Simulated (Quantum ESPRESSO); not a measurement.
Input of a Quantum ESPRESSO 7.5 run:

File pw.in:

```
&CONTROL
  calculation = 'scf'
  prefix = 'pwscf'
  outdir = './tmp'
  pseudo_dir = './pseudo'
  tprnfor = .true.
  tstress = .true.
  disk_io = 'low'
/
&SYSTEM
  ibrav = 0
  nat = 2
  ntyp = 2
  ecutwfc = 88
  nbnd = 15
  input_dft = 'XC-000I-012L-000I-000I-707L-000I'
  occupations = 'smearing'
  smearing = 'fd'
  degauss = 0.00367493
  nosym = .true.
/
&ELECTRONS
  conv_thr = 1d-08
  electron_maxstep = 120
  mixing_beta = 0.5
/
ATOMIC_SPECIES
Ga    69.7230 Ga_ONCV_PBE-1.2.upf
N     14.0070 N_ONCV_PBE-1.2.upf
CELL_PARAMETERS bohr
   0.0000000000    4.2584989699    4.2584989699
   4.2584989699    0.0000000000    4.2584989699
   4.2584989699    4.2584989699    0.0000000000
ATOMIC_POSITIONS bohr
Ga     0.0000000000    0.0000000000    0.0000000000
N      2.1292494849    2.1292494849    2.1292494849
K_POINTS automatic
8 8 8 0 0 0
```

Contents of bands.in:

```
&CONTROL
  calculation = 'bands'
  prefix = 'pwscf'
  outdir = './tmp'
  pseudo_dir = './pseudo'
  disk_io = 'low'
  verbosity = 'high'
/
&SYSTEM
  ibrav = 0
  nat = 2
  ntyp = 2
  ecutwfc = 88
  nbnd = 15
  input_dft = 'XC-000I-012L-000I-000I-707L-000I'
  occupations = 'smearing'
  smearing = 'fd'
  degauss = 0.00367493
  nosym = .true.
/
&ELECTRONS
  conv_thr = 1d-08
  electron_maxstep = 120
  mixing_beta = 0.5
  diago_full_acc = .true.
  startingwfc = 'random'
/
ATOMIC_SPECIES
Ga    69.7230 Ga_ONCV_PBE-1.2.upf
N     14.0070 N_ONCV_PBE-1.2.upf
CELL_PARAMETERS bohr
   0.0000000000    4.2584989699    4.2584989699
   4.2584989699    0.0000000000    4.2584989699
   4.2584989699    4.2584989699    0.0000000000
ATOMIC_POSITIONS bohr
Ga     0.0000000000    0.0000000000    0.0000000000
N      2.1292494849    2.1292494849    2.1292494849
K_POINTS crystal
60
 0.0000000000  0.0000000000  0.0000000000 1
 0.0625000000  0.0000000000  0.0625000000 1
 0.1250000000  0.0000000000  0.1250000000 1
 0.1875000000  0.0000000000  0.1875000000 1
 0.2500000000  0.0000000000  0.2500000000 1
 0.3125000000  0.0000000000  0.3125000000 1
 0.3750000000  0.0000000000  0.3750000000 1
 0.4375000000  0.0000000000  0.4375000000 1
 0.5000000000  0.0000000000  0.5000000000 1
 0.5000000000  0.0625000000  0.5625000000 1
 0.5000000000  0.1250000000  0.6250000000 1
 0.5000000000  0.1875000000  0.6875000000 1
 0.5000000000  0.2500000000  0.7500000000 1
 0.4375000000  0.3125000000  0.7500000000 1
 0.3750000000  0.3750000000  0.7500000000 1
 0.3375000000  0.3375000000  0.6750000000 1
 0.3000000000  0.3000000000  0.6000000000 1
 0.2625000000  0.2625000000  0.5250000000 1
 0.2250000000  0.2250000000  0.4500000000 1
 0.1875000000  0.1875000000  0.3750000000 1
 0.1500000000  0.1500000000  0.3000000000 1
 0.1125000000  0.1125000000  0.2250000000 1
 0.0750000000  0.0750000000  0.1500000000 1
 0.0375000000  0.0375000000  0.0750000000 1
 0.0000000000  0.0000000000  0.0000000000 1
 0.0625000000  0.0625000000  0.0625000000 1
 0.1250000000  0.1250000000  0.1250000000 1
 0.1875000000  0.1875000000  0.1875000000 1
 0.2500000000  0.2500000000  0.2500000000 1
 0.3125000000  0.3125000000  0.3125000000 1
 0.3750000000  0.3750000000  0.3750000000 1
 0.4375000000  0.4375000000  0.4375000000 1
 0.5000000000  0.5000000000  0.5000000000 1
 0.5250000000  0.4500000000  0.5250000000 1
 0.5500000000  0.4000000000  0.5500000000 1
 0.5750000000  0.3500000000  0.5750000000 1
 0.6000000000  0.3000000000  0.6000000000 1
 0.6250000000  0.2500000000  0.6250000000 1
 0.5833333333  0.2500000000  0.6666666667 1
 0.5416666667  0.2500000000  0.7083333333 1
 0.5000000000  0.2500000000  0.7500000000 1
 0.5000000000  0.2857142857  0.7142857143 1
 0.5000000000  0.3214285714  0.6785714286 1
 0.5000000000  0.3571428571  0.6428571429 1
 0.5000000000  0.3928571429  0.6071428571 1
 0.5000000000  0.4285714286  0.5714285714 1
 0.5000000000  0.4642857143  0.5357142857 1
 0.5000000000  0.5000000000  0.5000000000 1
 0.4821428571  0.4821428571  0.5357142857 1
 0.4642857143  0.4642857143  0.5714285714 1
 0.4464285714  0.4464285714  0.6071428571 1
 0.4285714286  0.4285714286  0.6428571429 1
 0.4107142857  0.4107142857  0.6785714286 1
 0.3928571429  0.3928571429  0.7142857143 1
 0.3750000000  0.3750000000  0.7500000000 1
 0.6250000000  0.2500000000  0.6250000000 1
 0.5937500000  0.1875000000  0.5937500000 1
 0.5625000000  0.1250000000  0.5625000000 1
 0.5312500000  0.0625000000  0.5312500000 1
 0.5000000000  0.0000000000  0.5000000000 1
```

Potentials or basis: SG15 PBE 1.2.

Launch:

```bash
$ OMP_NUM_THREADS=1 pw.x -in pw.in > pw.out
$ OMP_NUM_THREADS=1 pw.x -in bands.in > bands.out
```

(1) Estimate the band gap on the k mesh.

(2) Predict the pressure.

(3) Predict the band gap along the path.

Results:

(1) 2.21 eV, direct.

(2) 2.4 GPa.

(3) 2.21 eV, direct.

Caveat: the potentials were made for another functional, which shifts forces and pressure.

**Measured values to compare with.**

A printed reference work, textbook reports, for a bulk crystal of GaN at 0 K: band gap 3.299 eV (direct).

Against the measured gap of GaN, 3.299 eV (direct; 0 K; a printed reference work, textbook), the calculated 2.21 eV is off by -1.09 eV. Spin-orbit coupling on Ga is left out. The value is that of TASK, without temperature or zero-point motion. The cell is a database's relaxed one, not the measured one, which moves gaps too.
